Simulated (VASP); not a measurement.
# CdSe (F-43m) in VASP: single point with PBE

Aim: the single point of CdSe with PBE.

Program: VASP 6.6.1. These are calculated values, not measurements. Logs are shortened: lines on timing, memory, paths and dates and some standing lists are left out, and cuts for length are marked.

**1. Starting point**

Symmetry: F-43m, No. 216, cubic system. The conventional cell has a = 6.141 Å, b = 6.141 Å, c = 6.141 Å, α = 90.00°, β = 90.00°, γ = 90.00°. Cd (site symmetry -43m) is surrounded by 4 Se at 2.66 Å. Se (site symmetry -43m) is surrounded by 4 Cd at 2.66 Å.

Measurements of this composition are mostly on another form, of space group No. 186.

**2. Single point, PBE**

INCAR

```
  PREC = Accurate
  ENCUT = 520
  EDIFF = 1E-7
  ISMEAR = 0
  SIGMA = 0.1
  LREAL = F
  LASPH = T
  NELM = 100
  ALGO = Fast
  ISIF = 2
  LWAVE = F
  LCHARG = T
  GGA = PE
  LELF = T
  LVHAR = T
  NBANDS = 16
```

KPOINTS

```
Automatic mesh
0
Gamma
  6 6 6
```

POSCAR

```
CdSe
1.0
    0.0000000000      3.0702710000      3.0702710000
    3.0702710000      0.0000000000      3.0702710000
    3.0702710000      3.0702710000      0.0000000000
Cd Se
1 1
Direct
    0.0000000000      0.0000000000      0.0000000000
    0.7500000000      0.7500000000      0.7500000000
```

Potentials or basis: VASP PAW PBE potentials, release 64 (Cd, Se).

Launch:

```sh
> cat potpaw_PBE.64/Cd/POTCAR potpaw_PBE.64/Se/POTCAR > POTCAR
> mpirun -np 1 vasp_std > vasp.out
```

OUTCAR:

```text
PREC = Accurate
   ENCUT = 520
   EDIFF = 1E-7
   ISMEAR = 0
   LREAL = F
   LASPH = T
   NELM = 100
   ISIF = 2
   GGA = PE

 ion  position               nearest neighbor table
   1  0.000  0.000  0.000-   2 2.66   2 2.66   2 2.66   2 2.66
   2  0.750  0.750  0.750-   1 2.66   1 2.66   1 2.66   1 2.66

  LATTYP: Found a face centered cubic cell.
 ALAT       =     6.1405420000

  Lattice vectors:

 A1 = (   0.0000000000,   3.0702710000,   3.0702710000)
 A2 = (   3.0702710000,   0.0000000000,   3.0702710000)
 A3 = (   3.0702710000,   3.0702710000,   0.0000000000)

Analysis of symmetry for initial positions (statically):
=====================================================================
 Subroutine PRICEL returns:
 Original cell was already a primitive cell.

 Routine SETGRP: Setting up the symmetry group for a
 face centered cubic supercell.

 Subroutine GETGRP returns: Found 24 space group operations
 (whereof 24 operations were pure point group operations)
 out of a pool of 48 trial point group operations.

The static configuration has the point symmetry T_d .

Analysis of symmetry for dynamics (positions and initial velocities):
=====================================================================
 Subroutine PRICEL returns:
 Original cell was already a primitive cell.

 Routine SETGRP: Setting up the symmetry group for a
 face centered cubic supercell.

 Subroutine GETGRP returns: Found 24 space group operations
 (whereof 24 operations were pure point group operations)
 out of a pool of 48 trial point group operations.

The dynamic configuration has the point symmetry T_d .

 Subroutine INISYM returns: Found 24 space group operations
 (whereof 24 operations are pure point group operations),
 and found     1 'primitive' translations

----------------------------------------------------------------------------------------

                                     Primitive cell

  volume of cell :      57.8842

  direct lattice vectors                    reciprocal lattice vectors
     0.000000000  3.070271000  3.070271000    -0.162852074  0.162852074  0.162852074
     3.070271000  0.000000000  3.070271000     0.162852074 -0.162852074  0.162852074
     3.070271000  3.070271000  0.000000000     0.162852074  0.162852074 -0.162852074

  length of vectors
     4.342018888  4.342018888  4.342018888     0.282068066  0.282068066  0.282068066

  position of ions in fractional coordinates (direct lattice)
     0.000000000  0.000000000  0.000000000
     0.750000000  0.750000000  0.750000000

  ion indices of the primitive-cell ions
   primitive index   ion index
                 1           1
                 2           2

----------------------------------------------------------------------------------------

 KPOINTS: Automatic mesh

Automatic generation of k-mesh.
 Grid dimensions read from file:
 generate k-points for:    6    6    6

 Generating k-lattice:

  Cartesian coordinates                     Fractional coordinates (reciprocal lattice)
    -0.027142012  0.027142012  0.027142012     0.166666667  0.000000000  0.000000000
     0.027142012 -0.027142012  0.027142012     0.000000000  0.166666667  0.000000000
     0.027142012  0.027142012 -0.027142012     0.000000000  0.000000000  0.166666667

  Length of vectors
     0.047011344  0.047011344  0.047011344

  Shift w.r.t. Gamma in fractional coordinates (k-lattice)
     0.000000000  0.000000000  0.000000000

 Subroutine IBZKPT returns following result:
 ===========================================

 Found     16 irreducible k-points:

 Following reciprocal coordinates:
            Coordinates               Weight
  0.000000  0.000000  0.000000      1.000000
  0.166667  0.000000  0.000000      8.000000
  0.333333  0.000000  0.000000      8.000000
  0.500000  0.000000  0.000000      4.000000
  0.166667  0.166667  0.000000      6.000000
  0.333333  0.166667  0.000000     24.000000
[... 8 lines left out ...]
 -0.333333  0.333333  0.166667     24.000000
 -0.333333  0.500000  0.166667     12.000000
   k-points           NKPTS =     16   k-points in BZ     NKDIM =     16   number of bands    NBANDS=     16
   number of dos      NEDOS =    301   number of ions     NIONS =      2
   total plane-waves  NPLWV =  32768
   dimension x,y,z NGX =    32 NGY =   32 NGZ =   32
   dimension x,y,z NGXF=    64 NGYF=   64 NGZF=   64
   ions per type =               1   1
   NGX,Y,Z   is equivalent  to a cutoff of  12.25, 12.25, 12.25 a.u.
   NGXF,Y,Z  is equivalent  to a cutoff of  24.50, 24.50, 24.50 a.u.
 SYSTEM =  unknown system
   PREC   = accura    normal or accurate (medium, high low for compatibility)
   ISTART =      0    job   : 0-new  1-cont  2-samecut
   ICHARG =      2    charge: 1-file 2-atom 10-const
   ISPIN  =      1    spin polarized calculation?
   LNONCOLLINEAR =      F non collinear calculations
   LSORBIT =      F    spin-orbit coupling
   LASPH  =      T    aspherical Exc in radial PAW
   ENCUT  =  520.0 eV  38.22 Ry    6.18 a.u.   8.07  8.07  8.07*2*pi/ulx,y,z
   NELM   =    100;   NELMIN=  2; NELMDL= -5     # of ELM steps
   EDIFF  = 0.1E-06   stopping-criterion for ELM
   LREAL  =      F    real-space projection
   EDIFFG = 0.1E-05   stopping-criterion for IOM
   NSW    =      0    number of steps for IOM
   IBRION =     -1    ionic relax: 0-MD 1-quasi-New 2-CG
   NFREE  =      0    steps in history (QN), initial steepest desc. (CG)
   ISIF   =      2    stress and relaxation
   ISYM   =      2    0-nonsym 1-usesym 2-fastsym
   POTIM  = 0.5000    time-step for ionic-motion
   TEBEG  =    0.0;   TEEND  =   0.0 temperature during run
   PSTRESS=    0.0 pullay stress
   NELECT =      18.0000    total number of electrons
   NUPDOWN=      -1.0000    fix difference up-down
   EMIN   =  10.00;   EMAX   =-10.00  energy-range for DOS
   EFERMI =   0.00;   METHOD = LEGACY
   ISMEAR =     0;   SIGMA  =   0.10  broadening in eV -4-tet -1-fermi 0-gaus
   EFERMI_NEDOS =   21; number of points for ismear=-14 and -15
   IALGO  =     68    algorithm
   IMIX   =      4    mixing-type and parameters
     AMIX     =   0.40;   BMIX     =  1.00
     AMIX_MAG =   1.60;   BMIX_MAG =  1.00
  volume/ion in A,a.u.               =      28.94       195.31
  Fermi-wavevector in a.u.,A,eV,Ry     =   1.109121  2.095935 16.737201  1.230150
  Thomas-Fermi vector in A             =   2.245657
   LORBIT       =      0    0 simple, 1 ext, 2 COOP (PROOUT), +10 PAW based schemes
   GGA     = PE    functional components
   LHFCALC =     F    Hartree Fock is set to
   AEXX    =    0.0000 exact exchange contribution
   IVDW    =     0    specifies the selected vdW correction
   LEPSILON=     F    determine dielectric tensor
   LRPA    =     F    only Hartree local field effects (RPA)
 non-spin polarized calculation
 RMM-DIIS sequential band-by-band and
 Gauss-broadening in eV      SIGMA  =   0.10
  energy-cutoff  :      520.00
  volume of cell :       57.88
 maximum number of plane-waves:      1588
   NGX = 17   NGY = 17   NGZ = 17

 number of electron      18.0000008 magnetization

 Free energy of the ion-electron system (eV)
  ---------------------------------------------------
  ext. energy  EPLUGINS =         0.00000000
  ---------------------------------------------------
  free energy    TOTEN  =        -5.48654721 eV

  energy without entropy =       -5.48654671  energy(sigma->0) =       -5.48654696

 E-fermi :   1.0059     XC(G=0):  -8.7545

 val. band max:        0.7224826024   @ k =   0.0000   0.0000   0.0000
 cond. band min:       1.2703659574   @ k =   0.0000   0.0000   0.0000
 fundamental gap:      0.5478833550
 Fermi energy:         1.0058853186

 k-point     1 :       0.0000    0.0000    0.0000
  band No.  band energies     occupation
      1     -11.7139      2.00000
      2      -7.1233      2.00000
      3      -7.1233      2.00000
      4      -7.1233      2.00000
      5      -6.7791      2.00000
      6      -6.7791      2.00000
[... 8 lines left out ...]
     15      11.7547      0.00000
     16      11.7547      0.00000

 k-point     2 :       0.1667    0.0000    0.0000
  band No.  band energies     occupation
      1     -11.6280      2.00000
      2      -7.0967      2.00000
      3      -7.0967      2.00000
      4      -7.0384      2.00000
      5      -6.7798      2.00000
      6      -6.7798      2.00000
[... 8 lines left out ...]
     15      10.8141      0.00000
     16      11.1782      0.00000

 k-point     3 :       0.3333    0.0000    0.0000
  band No.  band energies     occupation
      1     -11.4538      2.00000
      2      -7.0524      2.00000
      3      -7.0524      2.00000
      4      -6.7699      2.00000
      5      -6.7699      2.00000
      6      -6.7564      2.00000
[... 8 lines left out ...]
     15      11.2278      0.00000
     16      11.2278      0.00000

 k-point     4 :       0.5000    0.0000    0.0000
  band No.  band energies     occupation
      1     -11.3659      2.00000
      2      -7.0364      2.00000
      3      -7.0364      2.00000
      4      -6.7574      2.00000
      5      -6.7574      2.00000
      6      -6.5049      2.00000
[... 8 lines left out ...]
     15      12.7719      0.00000
     16      12.7719      0.00000

 k-point     5 :       0.1667    0.1667    0.0000
  band No.  band energies     occupation
      1     -11.5997      2.00000
      2      -7.0692      2.00000
      3      -7.0692      2.00000
      4      -7.0490      2.00000
      5      -6.7945      2.00000
      6      -6.7657      2.00000
[... 8 lines left out ...]
     15      11.9918      0.00000
     16      12.2978      0.00000

 k-point     6 :       0.3333    0.1667    0.0000
  band No.  band energies     occupation
      1     -11.4555      2.00000
      2      -7.0375      2.00000
      3      -7.0174      2.00000
      4      -6.8786      2.00000
      5      -6.7539      2.00000
      6      -6.7528      2.00000
[... 8 lines left out ...]
     15      12.1542      0.00000
     16      12.4715      0.00000

 k-point     7 :       0.5000    0.1667    0.0000
  band No.  band energies     occupation
      1     -11.3395      2.00000
      2      -7.0182      2.00000
      3      -6.9968      2.00000
      4      -6.7987      2.00000
      5      -6.7533      2.00000
      6      -6.4878      2.00000
[... 8 lines left out ...]
     15      12.4930      0.00000
     16      12.8737      0.00000

 k-point     8 :      -0.3333    0.1667    0.0000
  band No.  band energies     occupation
      1     -11.3683      2.00000
      2      -7.0189      2.00000
      3      -7.0157      2.00000
      4      -6.7799      2.00000
      5      -6.7791      2.00000
      6      -6.5649      2.00000
[... 8 lines left out ...]
     15      11.6561      0.00000
     16      12.7708      0.00000

 k-point     9 :      -0.1667    0.1667    0.0000
  band No.  band energies     occupation
      1     -11.5129      2.00000
      2      -7.0657      2.00000
      3      -7.0473      2.00000
      4      -6.9058      2.00000
      5      -6.7919      2.00000
      6      -6.7556      2.00000
[... 8 lines left out ...]
     15      11.2970      0.00000
     16      12.6270      0.00000

 k-point    10 :       0.3333    0.3333    0.0000
  band No.  band energies     occupation
      1     -11.3702      2.00000
      2      -6.9496      2.00000
      3      -6.9496      2.00000
      4      -6.9314      2.00000
      5      -6.7387      2.00000
      6      -6.6796      2.00000
[... 8 lines left out ...]
     15      12.6157      0.00000
     16      14.7115      0.00000

 k-point    11 :       0.5000    0.3333    0.0000
  band No.  band energies     occupation
      1     -11.2847      2.00000
      2      -6.9632      2.00000
      3      -6.9187      2.00000
      4      -6.8698      2.00000
      5      -6.7387      2.00000
      6      -6.4580      2.00000
[... 8 lines left out ...]
     15      13.1506      0.00000
     16      13.7626      0.00000

 k-point    12 :      -0.3333    0.3333    0.0000
  band No.  band energies     occupation
      1     -11.2845      2.00000
      2      -6.9877      2.00000
      3      -6.9472      2.00000
      4      -6.8130      2.00000
      5      -6.7660      2.00000
      6      -6.3812      2.00000
[... 8 lines left out ...]
     15      11.4696      0.00000
     16      14.6905      0.00000

 k-point    13 :       0.5000    0.5000    0.0000
  band No.  band energies     occupation
      1     -11.2563      2.00000
      2      -6.9421      2.00000
      3      -6.8831      2.00000
      4      -6.8831      2.00000
      5      -6.7252      2.00000
      6      -6.4435      2.00000
[... 8 lines left out ...]
     15      13.0752      0.00000
     16      13.9851      0.00000

 k-point    14 :       0.5000    0.3333    0.1667
  band No.  band energies     occupation
      1     -11.3412      2.00000
      2      -6.9883      2.00000
      3      -6.9801      2.00000
      4      -6.8396      2.00000
      5      -6.7546      2.00000
      6      -6.5526      2.00000
[... 8 lines left out ...]
     15      12.7358      0.00000
     16      13.6902      0.00000

 k-point    15 :      -0.3333    0.3333    0.1667
  band No.  band energies     occupation
      1     -11.2845      2.00000
      2      -6.9815      2.00000
      3      -6.9563      2.00000
      4      -6.8075      2.00000
      5      -6.7684      2.00000
      6      -6.3806      2.00000
[... 8 lines left out ...]
     15      12.5243      0.00000
     16      13.6064      0.00000

 k-point    16 :      -0.3333    0.5000    0.1667
  band No.  band energies     occupation
      1     -11.2569      2.00000
      2      -6.9484      2.00000
      3      -6.9330      2.00000
      4      -6.8365      2.00000
      5      -6.7533      2.00000
      6      -6.3569      2.00000
[... 8 lines left out ...]
     15      13.4501      0.00000
     16      13.5636      0.00000

------------------------ aborting loop because EDIFF is reached ----------------------------------------

  FORCE on cell =-STRESS in cart. coord.  units (eV):
  Direction    XX          YY          ZZ          XY          YZ          ZX
  --------------------------------------------------------------------------------------
  -------------------------------------------------------------------------------------
  Total        0.5689810      0.5689810      0.5689810      0.0000000      0.0000000      0.0000000
  in kB       15.7488284     15.7488284     15.7488284      0.0000000      0.0000000      0.0000000
  external PRESSURE =      15.7488284 kB  Pullay stress =       0.0000000 kB

 VOLUME and BASIS-vectors are now :
 -----------------------------------------------------------------------------
  energy-cutoff  :      520.00
  volume of cell :       57.88
      direct lattice vectors                 reciprocal lattice vectors
     0.000000000  3.070271000  3.070271000    -0.162852074  0.162852074  0.162852074
     3.070271000  0.000000000  3.070271000     0.162852074 -0.162852074  0.162852074
     3.070271000  3.070271000  0.000000000     0.162852074  0.162852074 -0.162852074

 POSITION                                       TOTAL-FORCE (eV/Angst)
 -----------------------------------------------------------------------------------
      0.00000      0.00000      0.00000        -0.000000     -0.000000     -0.000000
      4.60541      4.60541      4.60541         0.000000      0.000000      0.000000
 -----------------------------------------------------------------------------------
    total drift:                                0.000001      0.000001      0.000000

  FREE ENERGIE OF THE ION-ELECTRON SYSTEM (eV)
  ---------------------------------------------------
  free  energy   TOTEN  =        -5.4865472062 eV

  energy  without entropy=       -5.4865467122  energy(sigma->0) =       -5.48654696
```

It took 12 s on 1 thread of Intel Xeon 6975P-C (Granite Rapids), shared host; peak memory 0.17 GiB.

Results:

```
Free energy            : -5.4865 eV
Pressure               : 1.6 GPa
Band gap on the k mesh : 0.55 eV, direct
```

A hybrid or GW would open this gap; PBE tends to underestimate it.
